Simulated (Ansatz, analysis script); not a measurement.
## MnO2: E(q) by the generalised Bloch theorem

Spirals are solved in the crystal's own cell at each q. What do they say of the order in MnO2?

Method: PBE, PAW set soft_2, in Ansatz 0.2.0.

## (1) Set-up

Symmetry: R-3m, No. 166, trigonal system. Conventional cell: a = 2.857 Å, b = 2.857 Å, c = 13.752 Å, α = 90.00°, β = 90.00°, γ = 120.00°. Nearest to Mn lie 6 O at 1.90 Å. O has 3 Mn at 1.90 Å nearest. Farther neighbours and most contacts between anions are not listed.

Coordinates:

```cif
data_structure
_symmetry_space_group_name_H-M 'P 1'
_symmetry_Int_Tables_number 1
_cell_length_a 4.8717
_cell_length_b 4.8717
_cell_length_c 4.8717
_cell_angle_alpha 34.101
_cell_angle_beta 34.101
_cell_angle_gamma 34.101
_cell_volume 32.40
loop_
_atom_site_label
_atom_site_type_symbol
_atom_site_fract_x
_atom_site_fract_y
_atom_site_fract_z
_atom_site_occupancy
Mn1 Mn 0.00000 0.00000 0.00000 1
O2 O 0.26436 0.26436 0.26436 1
O3 O 0.73564 0.73564 0.73564 1
```

The cell comes from the Materials Project, a database of computed structures, and the real compound, where it exists, may take another one.

## (2) Starting state

The work starts on two spin channels, which tell the size of the moments.

Contents of input.yaml:

```yaml
crystal:
  lattice:
    - [1.4284348394, 0.824707239, 4.5839315268]
    - [-1.4284348394, 0.824707239, 4.5839315268]
    - [0.0, -1.6494144781, 4.5839315268]
  atoms:
    - { symbol: Mn, position: [0.0, 0.0, 0.0], spin: 4.5 }
    - { symbol: O, position: [0.26436449, 0.26436449, 0.26436449] }
    - { symbol: O, position: [0.73563551, 0.73563551, 0.73563551] }
magnetization:
  spin_polarized: true
kpoints:
  mp_grid: { grid: [6, 6, 6] }
hamiltonian:
  xc: pbe
scf:
  occupations: { method: fermi_dirac, width: 0.025 }
  max_iter: 120
  convergence: { dr2_threshold: 1.0e-08 }
output:
  write_density: true
  write_potential: true
  elf: true
  volumetric_format: npy
```

Launch:

```
$ ansatz run input.yaml --threads 2 --pin off --max-ram 5120MiB --backend cpu --events-out ev --progress --plain --runs-dir out
```

Numbers of over 12 decimals in the logs are rounded to 6 here.

The program printed:

```text
basis.fft_grid_basis auto: the FFT boxes are laid along the combinations [[1, -1, 0], [0, 1, 0], [0, -1, 1]] of the cell's own vectors, 2.857, 4.872 and 2.857 Å long. The dense box has 20×36×20 points. Along the cell's own vectors, as sized, it would have 36×36×36, 3.24 times as many. Of the 12 symmetry operations that the crystal satisfies within crystal.symmetry.tolerance (time reversal apart; of a slab, those that [...]
Engine: ansatz 0.2.0, aarch64-unknown-linux-gnu
Pseudopotentials: kind: paw
Pseudopotential: Mn, paw, valence charge 15, recommended cutoff 420 eV (normal), Mn.paw.azcp
Pseudopotential: O, paw, valence charge 6, recommended cutoff 420 eV (normal), O.paw.azcp
Functional definition: PBE
  parameter kappa = 0.804
  parameter beta = 0.066725
  exchange = pbe_x(kappa = kappa, mu = beta*pi^2/3)
  correlation = pbe_c(beta = beta)
Crystal: 3 atoms, lattice volume = 32.400 Å³
Basis set: ecut = 420 eV, 651 PW (Γ), FFT grids on a1−a2, a2, −a2+a3
Bands: 20, of which v1, the nominal top of the filled ones, is band 14 counted from 1 (13 counted from 0)
Symmetry: 12 space group operations
Space group: R-3m (ITA 166), of the structure as read, at distance tolerance 3.2e-5 Å
Magnetic group: BNS 166.97 (UNI 1327), of the structure as read, at distance tolerance 3.2e-5 Å
k-points: 32 of 216
Non-local potential: Mn, projectors of the file, l = 0: 3, l = 1: 2, l = 2: 3, l = 3: 1
Non-local potential: O, projectors of the file, l = 0: 2, l = 1: 2, l = 2: 1
PAW form: soft (Blöchl's): semilocal exchange-correlation on the pseudo side does not see the compensation charge
PAW one-centre angular grid: Mn, 590 points (default); XC on 64 Gauss nodes
PAW one-centre angular grid: O, 110 points (default); XC on 64 Gauss nodes
Initial density: superposition of atomic densities (chi_scale 0.1, normalization cell, long waves kept (reshape's long-wave potential 0.12 eV rms))
Starting moments: Σ|m| = 4.5 μB on 1 of 3 sites
Initial wavefunctions: pseudopotential atomic-orbital guess
Functional: x = pbe(κ = 0.804, μ = 0.219515), c = pbe(β = 0.066725)
SCF iter   1: F=—  HF=-5033.799908 eV  |F-HF|=—  |Δ(HF+E_count)|=         —  Δρ=1.04e-1 (↑5.23e-2 ↓1.04e-1)  dr2=3.23e0  dr2_m=1.36e0  M=3.000 μB ∫|m|=3.201 μB  β_m=0.30  ethr=3.10e-3  ⟨swp⟩=5.7  Hψ=5595  notcnv=0
Mixer restart at iter 1: flushing history
preconditioner: auto → none  [insulator: Δε(μ)=0.731 eV  Ē_g=13.798 eV  σ=0.025 eV  W_gap=1.00  n_scr=8 (ndim 8)  ℏωp=28.4 eV  f_vac=0.071  D(μ)=0.00/eV (n_scr^D=0)  ε∞_Penn≈5.2]
SCF iter   2: F=—  HF=-5033.995937 eV  |F-HF|=—  |Δ(HF+E_count)|=   1.96e-1  Δρ=7.41e-2 (↑7.41e-2 ↓4.72e-2)  dr2=4.97e-1  dr2_m=9.53e-1  M=3.000 μB ∫|m|=3.129 μB  β_m=0.36  ethr=3.10e-3  ⟨swp⟩=3.5  Hψ=3079  notcnv=0  defer=120
SCF iter   3: F=—  HF=-5033.578017 eV  |F-HF|=—  |Δ(HF+E_count)|=   4.18e-1  Δρ=4.42e-2 (↑3.27e-2 ↓4.42e-2)  dr2=2.45e-1  dr2_m=3.73e-1  M=3.000 μB ∫|m|=3.118 μB  β_m=0.50  ethr=1.84e-3  ⟨swp⟩=3.2  Hψ=2425  notcnv=0  defer=120
SCF iter   4: F=—  HF=-5033.670253 eV  |F-HF|=—  |Δ(HF+E_count)|=   9.22e-2  Δρ=6.84e-3 (↑6.84e-3 ↓5.92e-3)  dr2=1.13e-3  dr2_m=1.17e-2  M=3.000 μB ∫|m|=3.054 μB  β_m=0.53  ethr=9.06e-4  ⟨swp⟩=3.2  Hψ=2594  notcnv=0  defer=120
SCF iter   5: F=—  HF=-5033.675125 eV  |F-HF|=—  |Δ(HF+E_count)|=   4.87e-3  Δρ=2.60e-3 (↑2.60e-3 ↓2.46e-3)  dr2=2.63e-4  dr2_m=1.68e-3  M=3.000 μB ∫|m|=3.042 μB  β_m=0.76  ethr=4.20e-6  ⟨swp⟩=2.0  Hψ=2712  notcnv=0  defer=120
SCF iter   6: F=—  HF=-5033.675805 eV  |F-HF|=—  |Δ(HF+E_count)|=   6.80e-4  Δρ=7.60e-4 (↑7.60e-4 ↓5.46e-4)  dr2=1.88e-4  dr2_m=5.32e-5  M=3.000 μB ∫|m|=3.037 μB  β_m=0.73  ethr=9.74e-7  ⟨swp⟩=2.1  Hψ=2375  notcnv=0  defer=120
SCF iter   7: F=—  HF=-5033.675731 eV  |F-HF|=—  |Δ(HF+E_count)|=   7.44e-5  Δρ=1.15e-4 (↑9.07e-5 ↓1.15e-4)  dr2=6.84e-6  dr2_m=1.23e-6  M=3.000 μB ∫|m|=3.036 μB  β_m=0.79  ethr=6.96e-7  ⟨swp⟩=2.0  Hψ=2279  notcnv=0  defer=120
SCF iter   8: F=—  HF=-5033.675738 eV  |F-HF|=—  |Δ(HF+E_count)|=   7.38e-6  Δρ=3.74e-5 (↑3.74e-5 ↓2.27e-5)  dr2=8.19e-7  dr2_m=8.67e-8  M=3.000 μB ∫|m|=3.036 μB  β_m=0.89  ethr=2.53e-8  ⟨swp⟩=2.2  Hψ=1909  notcnv=0  defer=120
SCF iter   9: F=—  HF=-5033.675739 eV  |F-HF|=—  |Δ(HF+E_count)|=   3.20e-7  Δρ=5.65e-6 (↑5.65e-6 ↓4.08e-6)  dr2=2.52e-8  dr2_m=1.16e-9  M=3.000 μB ∫|m|=3.036 μB  β_m=0.95  ethr=3.03e-9  ⟨swp⟩=2.3  Hψ=1703  notcnv=0  defer=120
SCF iter  10: F=—  HF=-5033.675739 eV  |F-HF|=—  |Δ(HF+E_count)|=  6.87e-10  Δρ=7.55e-7 (↑5.59e-7 ↓7.55e-7)  dr2=4.48e-10  dr2_m=8.92e-12  M=3.000 μB ∫|m|=3.036 μB  β_m=0.90  ethr=9.34e-11  ⟨swp⟩=2.5  Hψ=2003  notcnv=0  defer=120
SCF iter  11: F=-5033.675739 eV  HF=-5033.675739 eV  |F-HF|=4.37e-11  |Δ(HF+E_count)|=  1.64e-11  Δρ=2.29e-7 (↑1.68e-7 ↓2.29e-7)  dr2=4.79e-11  dr2_m=4.49e-13  M=3.000 μB ∫|m|=3.036 μB  ethr=1.66e-12  ⟨swp⟩=7.0  Hψ=4879  notcnv=0
SCF 1 converged in 11 iterations: F = -5033.675739 eV  dr2 = 4.79e-11
  greatest PAW one-centre occupation: 1.000 electrons in one spin orbital (limit 2), on the Mn atom at site 0 (counted from 0), in its partial waves of l = 0
SCF converged after 11 iterations
Magnetization: 3.0000 μB (15.0000 up, 12.0000 down)
Absolute magnetization: 3.0374 μB (∫|ρ↑−ρ↓|, with the PAW one-centre terms)
Spin contamination: 0.0332 ħ² per cell (⟨S²⟩ above its minimum at these occupations)
Per-site moments (μB) at R_I (Å): [(2.491296, 0.784847), (0.051271, 0.784847), (0.051271, 0.784847)]
Free energy (F): -5033.675739 eV
Harris-Foulkes:  -5033.675739 eV  (|F-HF|=4.37e-11)
Internal energy: -5033.675739 eV  (E = F + TS)
E sigma→0 (E₀):  -5033.675739 eV
Fermi energy:    8.418171 eV
--- Per-component energies (eV) ---
  E_band       = -359.900146
  E_kinetic    = 649.580670
  E_local      = -3543.767991  (includes V_loc(G=0)·N_el)
  E_nonlocal   = 333.712193
  E_hartree    = 1446.844218
  E_xc         = -260.744306
  E_vxc        = -333.151605  (∫ρ·V_xc dr)
  E_paw        = -1610.807359  (= ΣΔE_a)
  E_vpaw       = -359.966363  (= ΣTr[D̂ρ^β])
  E_aug_tail   = 0.004816  (compensation charges beyond the density's cutoff)
  E_ewald      = -2048.497981
  E_smearing   = -0.000000  (= −TS)
  E_closure    = 0.000000  (closes the sum)
  Σ components = -5033.675739   (vs F -5033.675739, Δ=0.00e0)
--- Band table (eV; the first three rows and the last of 64) ---
  k-point 0 ↑: bands = [... 10 lower, 5.6161, 6.5963, 6.5963, 6.8551, 7.6801, 10.9472, 10.9472, 15.1686, ... 2 higher]
  k-point 1 ↑: bands = [... 10 lower, 4.9594, 6.4574, 7.0580, 7.1433, 7.7032, 10.2318, 10.7702, 16.3582, ... 2 higher]
  k-point 2 ↑: bands = [... 10 lower, 4.6422, 6.0583, 6.8445, 6.8563, 7.3523, 9.8484, 10.6849, 18.6441, ... 2 higher]
  k-point 31 ↓: bands = [... 10 lower, 6.6100, 6.6100, 8.8707, 8.8707, 10.5594, 12.2664, 12.2664, 17.6409, ... 2 higher]
```

Run time: 1.8 s. Hardware: 2 threads of Arm Neoverse V2, shared host; peak memory 0.3 GiB; 3.4 s of CPU time.

The column dr2 measures how far the density is from self-consistency, as an energy; F and HF (Harris–Foulkes) agree once it is small.

Spin moment in the atom's sphere by atom:

```
atom  spin moment in the atom's sphere (μB)
 Mn1                                   2.49
  O2                                   0.05
  O3                                   0.05
```

Tables count atoms from 1; parts of the log count from 0.

The run ends ferromagnetic, with a net moment of 3 μB a cell. With one Mn atom carrying the moment, parallel order of its images is forced by the cell, not found.

Spin density in the ac plane of the conventional cell at fractional y = 0.000, with atoms of Mn and O within 0.2 Å of it.

Ten even steps from '0' (0.0 e/Å³) to '9' (4.5 e/Å³), each cell a mean:
```
64200000000125
00000000000000
00000000000000
00000000000000
00000000000000
00000000000000
00000000000000
00000000000000
00000000000000
00000000000000
00000000000000
00000000000000
00000000000000
00000000000000
00000000000000
00000000000000
00000000000000
00000000000000
00000000000000
00000000000000
00000000000000
00000000000000
11000000000001
97310000000147
```
Columns run along a (2.9 Å), rows up along c (13.8 Å), edges of the conventional cell, whose origin can differ from the input's. Atoms in or near the plane, at fractional coordinates: Mn at (0.00, 0.00), O at (0.00, 0.26), O at (0.00, 0.74).

Valence density in the ac plane of the conventional cell at fractional y = 0.000, with atoms of Mn and O within 0.2 Å of it. It is the smooth field of the valence electrons, not physical close to the nuclei.

Ten steps, logarithmic in the rise over the least value, from '0' (0 e/Å³) to '9' (20 e/Å³), each cell a mean:
```
98743222223578
33222222222223
00001111111000
00000000000000
22110000000112
66532100012456
77643211123567
44322233322234
11112233322111
00012233321100
00001111110000
00000000000000
00000000000000
00001122211000
00012233321100
11112233322111
55432222222345
77643211123567
55421100012345
11000000000001
00000000000000
00011122211100
54322222222244
99753222223689
```
Columns run along a (2.9 Å), rows up along c (13.8 Å), edges of the conventional cell, whose origin can differ from the input's. Atoms in or near the plane, at fractional coordinates: Mn at (0.00, 0.00), O at (0.00, 0.26), O at (0.00, 0.74).

ELF in the ac plane of the conventional cell at fractional y = 0.000, with atoms of Mn and O within 0.2 Å of it. It is the smooth field of the valence electrons, not physical close to the nuclei.

Ten even steps from '_' (0.00) to '@' (0.81), each cell a mean:
```
%%##**--::----==--::::==**%%
::::..::==**######++--::..::
______..--++******==::..____
____________......__________
####**==::________..--++**##
@@@@@@@@##--..__..==##@@@@@@
++##@@@@**--......--##@@%%##
####**==::..::::....::==**##
..........::------::........
______::==**######++--::____
______..--++****++==--..____
____________......__________
________....::::::..________
______::==++####**++--..____
____..::--++******++--..____
--::::....::::::::......::::
%%%%##**--....::..::==**##%%
++##@@@@##--......==%%@@%%**
@@@@@@%%**--____..--**@@@@@@
++++==::..__________..::==++
________....::::::..________
____..::==++####**++--....__
==--::::--++**##**++--::::--
@@@@##==::..::::::::::++##@@
```
Columns run along a (2.9 Å), rows up along c (13.8 Å), edges of the conventional cell, whose origin can differ from the input's. Atoms in or near the plane, at fractional coordinates: Mn at (0.00, 0.00), O at (0.00, 0.26), O at (0.00, 0.74).

Each spiral starts from these moments, tilted 90° from the rotation axis z (a flat spiral); sizes are free, while the program holds flat spirals in their plane. Spin–orbit coupling is switched off, so the energy does not depend on how the axis lies in the crystal. The folder named start holds the saved collinear state, from which each run begins.

The runs on spinors take the mesh 12×12×12.

## (3) q = (0, 0, 0)

The reference is the same input at q = 0, so that basis and exchange-correlation form match those at other q. Every q is chosen so that q/2 is a mesh vector: every spiral then samples the k-points of q = 0, and much mesh noise cancels.

Contents of input.yaml:

```yaml
crystal:
  lattice:
    - [1.4284348394, 0.824707239, 4.5839315268]
    - [-1.4284348394, 0.824707239, 4.5839315268]
    - [0.0, -1.6494144781, 4.5839315268]
  atoms:
    - { symbol: Mn, position: [0.0, 0.0, 0.0], spin: 2.49, spin_axis: [1.0, 0.0, 0.0] }
    - { symbol: O, position: [0.26436449, 0.26436449, 0.26436449] }
    - { symbol: O, position: [0.73563551, 0.73563551, 0.73563551] }
kpoints:
  mp_grid: { grid: [12, 12, 12] }
hamiltonian:
  xc: pbe
scf:
  occupations: { method: fermi_dirac, width: 0.025 }
  max_iter: 120
  convergence: { dr2_threshold: 1.0e-08 }
basis:
  ecutwfc: 420.0
magnetization:
  noncollinear: true
  spin_spiral: { q: [0.0, 0.0, 0.0] }
checkpoint:
  read: start
```

Launch:

```
$ ansatz run input.yaml --threads 1 --pin off --max-ram 2560MiB --backend cpu --events-out ev --progress --plain --runs-dir out
```

The program printed:

```text
Warning: checkpoint.read: spin treatment differs: saved collinear, current noncollinear; the saved charge density seeds this run and the saved magnetisation is carried along the axis that this deck's starting moments share; the saved density holds an absolute magnetisation of 3.0e0 μB; saved orbitals and DFT+U occupations are not carried; the saved PAW projector densities are carried along that axis
Warning: checkpoint.read: magnetization.spin_spiral differs: saved none, current q = [0, 0, 0]; the saved state is no spin spiral's: the SCF starts from none of its orbitals and from its density, each atom's moment turned about z as a whole to its place on this deck's spiral. A spiral's own state at q: [0, 0, 0] serves better
Warning: checkpoint.read: basis.fft_grid_basis: the saved state records [[1, -1, 0], [0, 1, 0], [0, -1, 1]]; without it this run's FFT boxes would lie on [[1, 0, -1], [0, 1, -1], [0, 0, 1]]; this run lays them on the saved basis, on which the saved density and orbitals are stored
[...]
Crystal: 3 atoms, lattice volume = 32.400 Å³
Basis set: ecut = 420 eV, 651 PW (Γ), FFT grids on a1−a2, a2, −a2+a3
Bands: 36, of which v1, the nominal top of the filled ones, is band 27 counted from 1 (26 counted from 0)
Symmetry: 12 space group operations
k-points: 189 of 1728
Spin spiral: q = (0, 0, 0) of the reciprocal vectors; moments are told in the frame that turns with it, a site's in that at the site
[...]
Starting moments: Σ|m| = 2.49 μB on 1 of 3 sites; this step starts from the density that it was given
[...]
iter 1 solved again at ethr=5.96e-8 eV; its pass at ethr=3.10e-3 eV (dr2=1.61e-5 eV) is discarded
[...]
SCF iter   5: F=-5033.676258 eV  HF=-5033.676258 eV  |F-HF|=1.70e-9  |Δ(HF+E_count)|=   1.37e-8  Δρ=7.96e-6  dr2=3.71e-9  dr2_m=4.71e-9  ethr=3.70e-11  |M|=3.00e0 ∫|m|=3.04e0 μB  |m|>n=0.0e0 m-floor=0.0e0 τ_xc=3.3e-10 mc-row=0.0e0  ⟨swp⟩=3.0  Hψ=17719  notcnv=0
SCF 1 converged in 5 iterations: F = -5033.676258 eV  dr2 = 3.71e-9
[...]
SCF converged after 5 iterations
Magnetization: |M| = 3.0000 μB,  M = (+3.0000, -0.0000, +0.0000) μB
Absolute magnetization: 3.0367 μB (∫|m|, with the PAW one-centre terms)
  site 0: m = (+2.4899, -0.0000, +0.0000) μB, |m| = 2.4899 μB  (R = 0.78 Å)
  site 1: m = (+0.0521, -0.0000, +0.0000) μB, |m| = 0.0521 μB  (R = 0.78 Å)
  site 2: m = (+0.0521, -0.0000, +0.0000) μB, |m| = 0.0521 μB  (R = 0.78 Å)
Free energy (F): -5033.676258 eV
[...]
Internal energy: -5033.676258 eV  (E = F + TS)
E sigma→0 (E₀):  -5033.676258 eV
Fermi energy:    8.436417 eV
[...]
```

Run time: 38 s. Hardware: 1 thread; peak memory 0.59 GiB.

The largest moment is 2.49 μB, against 2.49 μB in the collinear run.

## (4) q = (0.333, 0.333, 0.333)

Only q changes. The cell stays that of the crystal, since the generalised Bloch theorem carries the rotation from cell to cell.

input.yaml, as its differences from that of step 3:

```diff
@@ -21,3 +21,3 @@
   noncollinear: true
-  spin_spiral: { q: [0.0, 0.0, 0.0] }
+  spin_spiral: { q: [0.33333333, 0.33333333, 0.33333333] }
 checkpoint:
```

The program printed:

```text
[...]
Crystal: 3 atoms, lattice volume = 32.400 Å³
Basis set: ecut = 420 eV, 651 PW (Γ), FFT grids on a1−a2, a2, −a2+a3
Bands: 36, of which v1, the nominal top of the filled ones, is band 27 counted from 1 (26 counted from 0)
Symmetry: 6 space group operations
k-points: 189 of 1728
[...]
SCF iter   9: F=-5033.676784 eV  HF=-5033.676784 eV  |F-HF|=5.91e-10  |Δ(HF+E_count)|=   3.49e-9  Δρ=1.46e-6  dr2=7.81e-10  dr2_m=1.97e-10  ethr=3.70e-11  |M|=2.93e0 ∫|m|=3.03e0 μB  |m|>n=0.0e0 m-floor=0.0e0 τ_xc=7.5e-3 mc-row=0.0e0  ⟨swp⟩=1.0  Hψ=17292  notcnv=0
SCF 1 converged in 9 iterations: F = -5033.676784 eV  dr2 = 7.81e-10
[...]
SCF converged after 9 iterations
Magnetization: |M| = 2.9348 μB,  M = (+2.9348, -0.0000, +0.0000) μB
Absolute magnetization: 3.0337 μB (∫|m|, with the PAW one-centre terms)
  site 0: m = (+2.4886, +0.0000, +0.0000) μB, |m| = 2.4886 μB  (R = 0.78 Å)
  site 1: m = (+0.0469, +0.0216, +0.0000) μB, |m| = 0.0516 μB  (R = 0.78 Å)
  site 2: m = (+0.0469, -0.0216, +0.0000) μB, |m| = 0.0516 μB  (R = 0.78 Å)
Free energy (F): -5033.676784 eV
[...]
Internal energy: -5033.676784 eV  (E = F + TS)
E sigma→0 (E₀):  -5033.676784 eV
Fermi energy:    8.415286 eV
[...]
```

It took 70 s on 1 thread; peak memory 0.61 GiB.

The energy of the cell lies 0.526 meV below that at q = 0, and the largest moment is 2.49 μB against 2.49 μB.

(Continued in part 2 of 2.)

[Logs and program files are shortened in this print: banners, set-up blocks, solver, clock and traceback lines can be left out without a mark of their own.]

[Logs are printed without paths, hosts, clocks, repeated set-up lines and the standing remarks that a program may print on its own settings, such as how far it seeks lower states.]

[Hosts, paths, dates, database ids (printed as entryN), source tags and the programs' standing remarks are cut or masked in the printed files.]
